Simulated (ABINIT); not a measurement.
# Rh (P6_3/mmc) in ABINIT: reference runs

Aim: a first look at Rh with PBE, on the cell as given and on a disturbed one.

Everything below comes from runs of ABINIT 10.8.3 (patched build). Logs are shortened: lines on timing, memory, paths and dates and some standing lists are left out, and cuts for length are marked. The log counts tension as positive stress, the text compression.

## 1. The structure

Symmetry: P6_3/mmc, No. 194, hexagonal system. The conventional cell has a = 2.731 Å, b = 2.731 Å, c = 4.428 Å, α = 90.00°, β = 90.00°, γ = 120.00°. Rh (site symmetry -6m2) has 12 Rh at 2.72 to 2.73 Å as nearest neighbours.

This isn't the form of Rh at room conditions, which is fcc.

## 2. Single point, PBE

Contents of run.abi:

```
# Pseudopotentials
pp_dirpath "./"
pseudos "Rh.GGA_PBE-JTH.xml"

# Structure
acell 5.1608024419 5.1608024419 8.3686313559
rprim
     1.0000000000     0.0000000000     0.0000000000
    -0.5000000000     0.8660254038     0.0000000000
     0.0000000000     0.0000000000     1.0000000000
ntypat 1
znucl 45
natom 2
typat 1 1
xred
     0.3333333333     0.6666666667     0.2500000000
     0.6666666667     0.3333333333     0.7500000000

# Plane-wave basis
ecut 16.0
pawecutdg 32.0
pawxcdev 0

# k points
kptopt 1
ngkpt 11 11 6
nshiftk 1
shiftk 0.0 0.0 0.0

# Exchange and correlation
ixc 11

# Bands and occupations
nband 21
occopt 3
tsmear 0.05 eV

# SCF cycle
nstep 100
tolvrs 1.0e-9

# Output
iomode 3
prtwf 0
prtden 0
prteig 0
prtebands 0
enunit 2
```

Potentials or basis: JTH PAW PBE v2.0.

The run is started by

```bash
> abinit run.abi > log 2>&1
```

run.abo:

```text
.Version 10.8.3 of ABINIT
 Symmetries : space group P6_3/m m c (#194); Bravais hP (primitive hexag.)
================================================================================
 Values of the parameters that define the memory need of the present run
     intxc =       0    ionmov =       0      iscf =      17    lmnmax =      18
     lnmax =       6     mgfft =      32  mpssoang =       3    mqgrid =    3001
     natom =       2  nloc_mem =       2    nspden =       1   nspinor =       1
    nsppol =       1      nsym =      24    n1xccc =       1    ntypat =       1
    occopt =       3   xclevel =       2
       mpw =         609          nfft =       12800          nkpt =          64
 PAW method is used; the additional fine FFT grid is defined by:
   mgfftf=        45    nfftf =     40500
================================================================================
================================================================================

--------------------------------------------------------------------------------
------------- Echo of variables that govern the present computation ------------
--------------------------------------------------------------------------------
 -outvars: echo values of preprocessed input variables --------
            acell      5.1608024419E+00  5.1608024419E+00  8.3686313559E+00 Bohr
              amu      1.02905500E+02
             ecut      1.60000000E+01 Hartree
           enunit           2
                       outvar_i_n : Printing only first  50 k-points.
              ixc          11
                       outvar_i_n : Printing only first  50 k-points.
         kptrlatt       11    0    0      0   11    0      0    0    6
          kptrlen      5.02117881E+01
            natom           2
            nband          21
            ngfft          20      20      32
          ngfftdg          30      30      45
             nkpt          64
            nstep         100
             nsym          24
           ntypat           1
                       prtocc : prtvol=0, do not print more k-points.
           occopt           3
        pawecutdg      3.20000000E+01 Hartree
         pawxcdev           0
           prtden           0
        prtebands           0
           prteig           0
            prtwf           0
            rprim      1.0000000000E+00  0.0000000000E+00  0.0000000000E+00
                      -5.0000000000E-01  8.6602540380E-01  0.0000000000E+00
                       0.0000000000E+00  0.0000000000E+00  1.0000000000E+00
          spgroup         194
           tolvrs      1.00000000E-09
           tsmear      1.83746611E-03 Hartree
            typat      1  1
           useylm           1
                       outvars : Printing only first  50 k-points.
           xangst      3.7936970956E-17  1.5767314841E+00  1.1071222492E+00
                       1.3654895202E+00  7.8836574207E-01  3.3213667477E+00
            xcart      7.1690485154E-17  2.9795906791E+00  2.0921578390E+00
                       2.5804012209E+00  1.4897953396E+00  6.2764735169E+00
             xred      3.3333333333E-01  6.6666666667E-01  2.5000000000E-01
                       6.6666666667E-01  3.3333333333E-01  7.5000000000E-01
            znucl       45.00000

================================================================================

 chkinp: Checking input parameters for consistency.

================================================================================
== DATASET  1 ==================================================================

--- !DatasetInfo
iteration_state: {dtset: 1, }
dimensions: {natom: 2, nkpt: 64, mband: 21, nsppol: 1, nspinor: 1, nspden: 1, mpw: 609, }
cutoff_energies: {ecut:  16.0, pawecutdg:  32.0, }
electrons: {nelect:   3.40000000E+01, charge:   0.00000000E+00, occopt:   3.00000000E+00, tsmear:   1.83746611E-03, }
meta: {optdriver: 0, ionmov: 0, optcell: 0, iscf: 17, paral_kgb: 0, }
...

 Exchange-correlation functional for the present dataset will be:
  GGA: Perdew-Burke-Ernzerhof functional - ixc=11
  J.P.Perdew, K.Burke, M.Ernzerhof, PRL 77, 3865 (1996)

 Real(R)+Recip(G) space primitive vectors, cartesian coordinates (Bohr,Bohr^-1):
 R(1)=  5.1608024  0.0000000  0.0000000  G(1)=  0.1937683  0.1118722  0.0000000
 R(2)= -2.5804012  4.4693860  0.0000000  G(2)=  0.0000000  0.2237444  0.0000000
 R(3)=  0.0000000  0.0000000  8.3686314  G(3)=  0.0000000  0.0000000  0.1194939
 Unit cell volume ucvol=  1.9302766E+02 bohr^3
 Angles (23,13,12)=  9.00000000E+01  9.00000000E+01  1.20000000E+02 degrees

 Coarse grid specifications (used for wave-functions):

 getcut: wavevector=  0.0000  0.0000  0.0000  ngfft=  20  20  32
         ecut(hartree)=     16.000   => boxcut(ratio)=   2.12359

 Fine grid specifications (used for densities):

 getcut: wavevector=  0.0000  0.0000  0.0000  ngfft=  30  30  45
         ecut(hartree)=     32.000   => boxcut(ratio)=   2.06471

--- Pseudopotential description ------------------------------------------------
- pspini: atom type   1  psp file is ./Rh.GGA_PBE-JTH.xml
 Pseudopotential format is: paw10
 basis_size (lnmax)=  6 (lmn_size= 18), orbitals=   0   0   1   1   2   2
 Spheres core radius: rc_sph= 2.21251062
 Shapefunction is SIN type: shapef(r)=[sin(pi*r/rshp)/(pi*r/rshp)]**2
 Radius for shape functions =  2.00372819
 Compensation charge density is not taken into account in XC energy/potential

   1.49727597E+03                                ecore*ucvol(ha*bohr**3)
--------------------------------------------------------------------------------

================================================================================

--- !BeginCycle
iteration_state: {dtset: 1, }
solver: {iscf: 17, nstep: 100, nline: 4, wfoptalg: 10, }
tolerances: {tolvrs: 1.00E-09, }
...

     iter   Etot(hartree)      deltaE(h)  residm     nres2
 ETOT  1  -219.64144910854    -2.196E+02 3.080E+01 2.208E+01
 ETOT  2  -222.84193993122    -3.200E+00 2.077E-01 8.592E+00
 ETOT  3  -222.83621049015     5.729E-03 3.041E-02 1.764E+00
 ETOT  4  -222.83670854759    -4.981E-04 7.964E-03 1.257E+00
 ETOT  5  -222.83672887757    -2.033E-05 9.092E-03 9.607E-03
 ETOT  6  -222.83673089239    -2.015E-06 3.717E-03 6.040E-04
 ETOT  7  -222.83673196873    -1.076E-06 7.784E-04 2.595E-05
 ETOT  8  -222.83673191596     5.277E-08 4.676E-04 3.307E-06
 ETOT  9  -222.83673190451     1.144E-08 3.552E-04 1.618E-07
 ETOT 10  -222.83673190376     7.542E-10 2.971E-04 1.675E-09
 ETOT 11  -222.83673190327     4.948E-10 2.186E-04 4.375E-10

 At SCF step   11       nres2   =  4.38E-10 < tolvrs=  1.00E-09 =>converged.

 Cartesian components of stress tensor (hartree/bohr^3)
  sigma(1 1)=  1.16313619E-04  sigma(3 2)=  0.00000000E+00
  sigma(2 2)=  1.16313618E-04  sigma(3 1)=  0.00000000E+00
  sigma(3 3)=  1.58417561E-04  sigma(2 1)=  0.00000000E+00

--- !ResultsGS
iteration_state: {dtset: 1, }
comment   : Summary of ground state results
lattice_vectors:
- [  5.1608024,   0.0000000,   0.0000000, ]
- [ -2.5804012,   4.4693860,   0.0000000, ]
- [  0.0000000,   0.0000000,   8.3686314, ]
lattice_lengths: [   5.16080,    5.16080,    8.36863, ]
lattice_angles: [ 90.000,  90.000, 120.000, ] # degrees, (23, 13, 12)
lattice_volume:   1.9302766E+02
convergence: {deltae:  4.948E-10, res2:  4.375E-10, residm:  2.186E-04, diffor: null, }
etotal    :  -2.22836732E+02
entropy   :   0.00000000E+00
fermie    :   5.73286211E-01
cartesian_stress_tensor: # hartree/bohr^3
- [  1.16313619E-04,   0.00000000E+00,   0.00000000E+00, ]
- [  0.00000000E+00,   1.16313618E-04,   0.00000000E+00, ]
- [  0.00000000E+00,   0.00000000E+00,   1.58417561E-04, ]
pressure_GPa:  -3.8350E+00
xred      :
- [  3.3333E-01,   6.6667E-01,   2.5000E-01, Rh]
- [  6.6667E-01,   3.3333E-01,   7.5000E-01, Rh]
cartesian_forces: # hartree/bohr
- [  2.60874666E-28,   3.91601752E-28,   2.69907280E-22, ]
- [ -2.60874666E-28,  -3.91601752E-28,  -2.69907280E-22, ]
force_length_stats: {min:   2.69907280E-22, max:   2.69907280E-22, mean:   2.69907280E-22, }
...

 Integrated electronic density in atomic spheres:
 ------------------------------------------------
 Atom  Sphere_radius  Integrated_density
    1        2.21251         14.84383189
    2        2.21251         14.84383189

================================================================================

 ----iterations are completed or convergence reached----

 Mean square residual over all n,k,spin=   56.242E-08; max=  21.858E-05
 reduced coordinates (array xred) for    2 atoms
       0.333333333333      0.666666666667      0.250000000000
       0.666666666667      0.333333333333      0.750000000000
 rms dE/dt=  1.3041E-21; max dE/dt=  2.2588E-21; dE/dt below (all hartree)
    1      -0.000000000000     -0.000000000000     -0.000000000000
    2       0.000000000000      0.000000000000      0.000000000000

 cartesian coordinates (angstrom) at end:
    1      0.00000000000000     1.57673148413908     1.10712224924655
    2      1.36548952018665     0.78836574206954     3.32136674773966

 cartesian forces (hartree/bohr) at end:
    1      0.00000000000000     0.00000000000000     0.00000000000000
    2     -0.00000000000000    -0.00000000000000    -0.00000000000000
 frms,max,avg= 1.5583104E-22 2.6990728E-22   0.000E+00  0.000E+00  0.000E+00 h/b

 cartesian forces (eV/Angstrom) at end:
    1      0.00000000000000     0.00000000000000     0.00000000000000
    2     -0.00000000000000    -0.00000000000000    -0.00000000000000
 frms,max,avg= 8.0131543E-21 1.3879190E-20   0.000E+00  0.000E+00  0.000E+00 e/A
 length scales=  5.160802441900  5.160802441900  8.368631355900 bohr
              =  2.730979040373  2.730979040373  4.428488996986 angstroms
 Fermi (or HOMO) energy (hartree) =   0.57329   Average Vxc (hartree)=  -0.48187
 Eigenvalues (hartree) for nkpt=  64  k points:
 kpt#   1, nband= 21, wtk=  0.00138, kpt=  0.0000  0.0000  0.0000 (reduced coord)
  -2.32419   -2.32060   -1.15480   -1.13387   -1.13387   -1.13090   -1.13045   -1.13045
   0.28764    0.35710    0.46537    0.46859    0.46859    0.48649    0.48649    0.50803
   0.50803    0.57841    0.57841    0.60041    0.87518
      occupation numbers for kpt#   1
   2.00000    2.00000    2.00000    2.00000    2.00000    2.00000    2.00000    2.00000
   2.00000    2.00000    2.00000    2.00000    2.00000    2.00000    2.00000    2.00000
   2.00000    0.11611    0.11611    0.00000    0.00000
 prteigrs : prtvol=0 or 1, do not print more k-points.

 Fermi (or HOMO) energy (eV) =  15.59991   Average Vxc (eV)= -13.11226
 Eigenvalues (   eV  ) for nkpt=  64  k points:
 kpt#   1, nband= 21, wtk=  0.00138, kpt=  0.0000  0.0000  0.0000 (reduced coord)
 -63.24451  -63.14661  -31.42370  -30.85406  -30.85406  -30.77329  -30.76122  -30.76122
   7.82717    9.71728   12.66348   12.75092   12.75092   13.23795   13.23795   13.82409
  13.82409   15.73924   15.73924   16.33800   23.81480
 prteigrs : prtvol=0 or 1, do not print more k-points.

--- !EnergyTerms
iteration_state     : {dtset: 1, }
comment             : Components of total free energy in Hartree
kinetic             :  2.99513537987620E+01
hartree             :  3.87799946576532E+01
xc                  : -1.01837524027469E+01
Ewald energy        : -1.81964235578076E+02
psp_core            :  7.75679503126502E+00
local_psp           : -1.48461386696997E+02
PAW spherical_terms :  4.12855549447425E+01
internal            : -2.22835676245398E+02
'-kT*entropy'       : -1.10480491881274E-03
total_energy        : -2.22836781050317E+02
total_energy_eV     : -6.06369771897127E+03
...

--- !EnergyTermsDC
iteration_state     : {dtset: 1, }
comment             : '"Double-counting" decomposition of free energy'
band_energy         : -1.46643188274449E+01
Ewald energy        : -1.81964235578076E+02
psp_core            :  7.75679503126502E+00
xc_dc               : -3.56712516118160E+01
PAW spherical_terms :  1.70738388772510E+00
internal            : -2.22835627098347E+02
'-kT*entropy'       : -1.10480491881274E-03
total_energy_dc     : -2.22836731903266E+02
total_energy_dc_eV  : -6.06369638161188E+03
...

--- !EnergyTermsWithPAWCore
iteration_state     : {dtset: 1, }
comment             : 'Components of total free energy, including PAW core contributions'
Total energy        : -9.56876204013512E+03
Total energy DC     : -9.56876199098807E+03
Total energy (eV)   : -2.60379279769998E+05
Total energy DC (eV): -2.60379278432638E+05
...

 Cartesian components of stress tensor (hartree/bohr^3)
  sigma(1 1)=  1.16313619E-04  sigma(3 2)=  0.00000000E+00
  sigma(2 2)=  1.16313618E-04  sigma(3 1)=  0.00000000E+00
  sigma(3 3)=  1.58417561E-04  sigma(2 1)=  0.00000000E+00

-Cartesian components of stress tensor (GPa)         [Pressure= -3.8350E+00 GPa]
- sigma(1 1)=  3.42206482E+00  sigma(3 2)=  0.00000000E+00
- sigma(2 2)=  3.42206478E+00  sigma(3 1)=  0.00000000E+00
- sigma(3 3)=  4.66080554E+00  sigma(2 1)=  0.00000000E+00

== END DATASET(S) ==============================================================
================================================================================

 -outvars: echo values of variables after computation  --------
            acell      5.1608024419E+00  5.1608024419E+00  8.3686313559E+00 Bohr
           etotal     -2.2283673190E+02
            fcart      2.6087466566E-28  3.9160175195E-28  2.6990727993E-22
                      -2.6087466566E-28 -3.9160175195E-28 -2.6990727993E-22
            rprim      1.0000000000E+00  0.0000000000E+00  0.0000000000E+00
                      -5.0000000000E-01  8.6602540380E-01  0.0000000000E+00
                       0.0000000000E+00  0.0000000000E+00  1.0000000000E+00
           strten      1.1631361921E-04  1.1631361776E-04  1.5841756053E-04
                       0.0000000000E+00  0.0000000000E+00  0.0000000000E+00
           xangst      3.7936970956E-17  1.5767314841E+00  1.1071222492E+00
                       1.3654895202E+00  7.8836574207E-01  3.3213667477E+00
             xred      3.3333333333E-01  6.6666666667E-01  2.5000000000E-01
                       6.6666666667E-01  3.3333333333E-01  7.5000000000E-01
 Calculation completed.
```

Run time: 26 s. Hardware: 1 thread of Arm Neoverse V1, shared host; peak memory 0.11 GiB.

Results:

```
Free energy                                           : -6063.6964 eV
Pressure                                              : -3.8 GPa
Band gap on the k mesh                                : none (metal or under the smearing width)
Valence electrons inside the program's atomic spheres : Rh 14.84 (radii [1.1708] Å)
```

Levels at points of the mesh, in eV from the Fermi level:
| k point | band 15 | band 16 | band 17 | band 18 | band 19 | band 20 |
| --- | --- | --- | --- | --- | --- | --- |
| (0.00, 0.00, 0.00) | -2.36 | -1.78 | -1.78 | 0.14 | 0.14 | 0.74 |
| (0.00, 0.00, 0.50) | -2.95 | -2.95 | -0.41 | -0.41 | -0.41 | -0.41 |

## 3. Single point, PBE (atoms moved at random, drawn with an rms of 0.05 Å)

Contents of run.abi:

```
# Pseudopotentials
pp_dirpath "./"
pseudos "Rh.GGA_PBE-JTH.xml"

# Structure
acell 3*1.0 Angstrom
rprim
     2.7309790422     0.0000000000     0.0000000000
    -1.3654895211     2.3650972278     0.0000000000
     0.0000000000     0.0000000000     4.4284890000
ntypat 1
znucl 45
natom 2
typat 1 1
xcart
     0.0100759472     1.5287302602     1.0722124712
     1.3384555596     0.8278975544     3.3680651665 Angstrom
chkprim 0
chksymtnons 0
tolsym 1.0e-6

# Plane-wave basis
ecut 16.0
pawecutdg 32.0
pawxcdev 0

# k points
kptopt 1
ngkpt 11 11 6
nshiftk 1
shiftk 0.0 0.0 0.0

# Exchange and correlation
ixc 11

# Bands and occupations
nband 21
occopt 3
tsmear 0.05 eV

# SCF cycle
nstep 100
tolvrs 1.0e-9

# Output
iomode 3
prtwf 0
prtden 0
prteig 0
prtebands 0
enunit 1
```

Potentials or basis: JTH PAW PBE v2.0.

The run is started by

```bash
> abinit run.abi > log 2>&1
```

run.abo:

```text
.Version 10.8.3 of ABINIT
 Symmetries : space group P-1 (#  2); Bravais aP (primitive triclinic)
================================================================================
 Values of the parameters that define the memory need of the present run
     intxc =       0    ionmov =       0      iscf =      17    lmnmax =      18
     lnmax =       6     mgfft =      32  mpssoang =       3    mqgrid =    3001
     natom =       2  nloc_mem =       2    nspden =       1   nspinor =       1
    nsppol =       1      nsym =       2    n1xccc =       1    ntypat =       1
    occopt =       3   xclevel =       2
       mpw =         609          nfft =       12800          nkpt =         364
 PAW method is used; the additional fine FFT grid is defined by:
   mgfftf=        45    nfftf =     40500
================================================================================
================================================================================

--------------------------------------------------------------------------------
------------- Echo of variables that govern the present computation ------------
--------------------------------------------------------------------------------
 -outvars: echo values of preprocessed input variables --------
            acell      1.8897261259E+00  1.8897261259E+00  1.8897261259E+00 Bohr
              amu      1.02905500E+02
          chkprim           0
      chksymtnons           0
             ecut      1.60000000E+01 Hartree
           enunit           1
                       outvar_i_n : Printing only first  50 k-points.
              ixc          11
                       outvar_i_n : Printing only first  50 k-points.
         kptrlatt       11    0    0      0   11    0      0    0    6
[... 225 lines left out ...]
total_energy_dc_eV  : -6.06364629454390E+03
...

--- !EnergyTermsWithPAWCore
iteration_state     : {dtset: 1, }
comment             : 'Components of total free energy, including PAW core contributions'
Total energy        : -9.56876015116126E+03
Total energy DC     : -9.56876015032227E+03
Total energy (eV)   : -2.60379228368401E+05
Total energy DC (eV): -2.60379228345570E+05
...

 Cartesian components of stress tensor (hartree/bohr^3)
  sigma(1 1)=  5.93645863E-05  sigma(3 2)= -2.92688811E-05
  sigma(2 2)=  1.19073904E-04  sigma(3 1)=  1.51727891E-05
  sigma(3 3)=  8.10794195E-05  sigma(2 1)=  1.57508506E-05

-Cartesian components of stress tensor (GPa)         [Pressure= -2.5451E+00 GPa]
- sigma(1 1)=  1.74656643E+00  sigma(3 2)= -8.61120212E-01
- sigma(2 2)=  3.50327520E+00  sigma(3 1)=  4.46398867E-01
- sigma(3 3)=  2.38543888E+00  sigma(2 1)=  4.63406024E-01

== END DATASET(S) ==============================================================
================================================================================

 -outvars: echo values of variables after computation  --------
            acell      1.8897261259E+00  1.8897261259E+00  1.8897261259E+00 Bohr
           etotal     -2.2283489124E+02
            fcart     -3.0526454760E-03  6.3622451972E-03  1.5354542662E-02
                       3.0526454760E-03 -6.3622451972E-03 -1.5354542662E-02
            rprim      2.7309790422E+00  0.0000000000E+00  0.0000000000E+00
                      -1.3654895211E+00  2.3650972278E+00  0.0000000000E+00
                       0.0000000000E+00  0.0000000000E+00  4.4284890000E+00
           strten      5.9364586251E-05  1.1907390365E-04  8.1079419475E-05
                      -2.9268881096E-05  1.5172789083E-05  1.5750850615E-05
           xangst      1.0075947200E-02  1.5287302602E+00  1.0722124712E+00
                       1.3384555596E+00  8.2789755440E-01  3.3680651665E+00
             xred      3.2687500000E-01  6.4637099999E-01  2.4211700000E-01
                       6.6512500001E-01  3.5004800000E-01  7.6054500000E-01
 Calculation completed.
```

Wall time 5 min (1 thread of Arm Neoverse V1, shared host); peak memory 0.21 GiB.

What came out:

* Free energy: -6063.6463 eV
* Pressure: -2.5 GPa
* Largest force: 0.869 eV/Å
* Band gap on the k mesh: none (metal or under the smearing width)
* Valence electrons inside the program's atomic spheres: Rh 14.85, 14.84 (radii [1.1708] Å)

Forces on the atoms (eV/Å):
```
Rh  -0.157  0.327  0.790
Rh   0.157 -0.327 -0.790
```

Levels at points of the mesh, in eV from the Fermi level:
```
           k point  band 15  band 16  band 17  band 18  band 19  band 20
(0.00, 0.00, 0.00)    -2.37    -1.93    -1.52    -0.09     0.36     0.76
(0.00, 0.00, 0.50)    -2.94    -2.80    -0.66    -0.44    -0.32    -0.24
```
